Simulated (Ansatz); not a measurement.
PtS2:

```
Pt S
1.0
     3.54320    0.00000    0.00000
    -1.77160    3.06850    0.00000
     0.00000    0.00000    5.03880
Pt S
1 2
Direct
  0.00000 0.00000 0.00000
  0.66667 0.33333 0.77300
  0.33333 0.66667 0.22700
```

Base run:

| Property | Result |
| --- | --- |
| Program | Ansatz 0.2.0 |
| Functional | r2SCAN0 form with a typed share of exact exchange |
| Potentials or basis | Ansatz PAW |
| Cutoff | 500 eV (not typed: the program's choice for these potentials) |
| k mesh | 5 × 5 × 3 |
| Occupations | fermi-dirac, width 0.05 eV |
| Spin | no spin polarisation |

Its results: band gap on the k mesh 1.95 eV, indirect (least direct gap 2.13 eV); pressure 7.8 GPa; largest force 1.097 eV/Å.

After a change of settings the same cell gave: band gap on the k mesh 1.48 eV, indirect (least direct gap 1.60 eV); pressure 9.3 GPa; largest force 1.236 eV/Å. Which change was it?
A. share of exact exchange from 0.1 to 0.15
B. share of exact exchange from 0.1 to 0
C. functional from r2SCAN0 form with a typed share of exact exchange to r2SCAN0; share of exact exchange from 0.1 to 0.25
D. share of exact exchange from 0.1 to 0.35

B.

Caveats: odd divisions of the mesh miss points on the zone boundary, where band edges often lie, so the gap on the mesh can be too wide; spin-orbit coupling is left out, which moves the levels of the heavy elements; the PAW data sets come from PBE, with cores solved anew for the run's functional, which leaves a small shift of forces and pressure; forces of over 1 eV/Å show positions far from the minimum, so gaps and moduli don't describe the material at rest; the thresholds are loose for stress (some runs).

Runs at the PBE level aren't shown here.
